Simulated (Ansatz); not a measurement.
**S: squeezing one contact**

One table from this session's results is given with a row withheld; the runs are named, their logs left out.

Program: Ansatz 0.2.0. Level of theory: DFT, PBE, PAW with Ansatz's default frozen-core files, scalar-relativistic. These are calculated values, not measurements.

1 further run of the same task is left out (it didn't finish).

**Starting point**

It takes space group Fd-3m (No. 227, cubic). The conventional cell has a = 5.540 Å, b = 5.540 Å, c = 5.540 Å, α = 90.00°, β = 90.00°, γ = 90.00°. S (site symmetry -43m) is surrounded by 4 S at 2.40 Å.

Structure file:

```cif
data_structure
_symmetry_space_group_name_H-M 'Fd-3m:1'
_symmetry_Int_Tables_number 227
_cell_length_a 5.5397
_cell_length_b 5.5397
_cell_length_c 5.5397
_cell_angle_alpha 90.000
_cell_angle_beta 90.000
_cell_angle_gamma 90.000
_cell_volume 170.00
loop_
_atom_site_label
_atom_site_type_symbol
_atom_site_symmetry_multiplicity
_atom_site_Wyckoff_symbol
_atom_site_fract_x
_atom_site_fract_y
_atom_site_fract_z
_atom_site_occupancy
S1 S 8 b 0.00000 0.50000 0.00000 1
```

The file gives the conventional cell by its symmetry; the runs use the cell typed in the input.

Atoms are numbered in the order of the input: S1, S2.

The first run:

File input.yaml:

```yaml
crystal:
  lattice:
    - [0.0, 2.7698291284, 2.7698291284]
    - [2.7698291284, 0.0, 2.7698291284]
    - [2.7698291284, 2.7698291284, 0.0]
  atoms:
    - { symbol: S, position: [-0.125, -0.125, -0.125] }
    - { symbol: S, position: [0.125, 0.125, 0.125] }
kpoints:
  mp_grid: { grid: [9, 9, 9] }
scf:
  occupations: { method: fermi_dirac, width: 0.05 }
hamiltonian:
  xc: pbe
  pseudopotentials: { kind: paw }
output:
  forces: true
  stress: true
  eigenvalues: true
  efg: { contact_densities: true }
  populations: true
  write_density: true
  write_potential: true
  elf: true
  volumetric_format: npy
```

Launch:

```
$ ansatz run input.yaml --threads 1 --pin off --max-ram 2048MiB --backend cpu --events-out ev --progress --plain --runs-dir out
```

Among the steps run: Shortest bond scaled by 1, PAW; Shortest bond scaled by 0.94, PAW; Shortest bond scaled by 0.88, PAW; Shortest bond scaled by 0.82, PAW; Shortest bond scaled by 0.76, PAW; Shortest bond scaled by 0.76, PAW (partial_waves polarizable).

One of the session's tables, all rows but one given; the rest of the session is left out.

```
                         method  length (Å)  F from the given length (eV/cell)  pressure (GPa)  largest force (eV/Å)
                            PAW       1.823                             -0.894           17.56                 2.783
                            PAW       1.967                             -0.957           10.23                 1.359
                            PAW       2.111                             -0.624            7.49                 2.937
                            PAW       2.255                                  ?               ?                     ?
                            PAW       2.399                              0.000            7.37                 0.000
PAW (partial_waves polarizable)       1.823                                  –           17.56                 2.783
```

Estimate the missing values for PAW, 2.255.

**Answer.** F from the given length (eV/cell): -0.206; pressure (GPa): 6.90; largest force (eV/Å): 2.503.
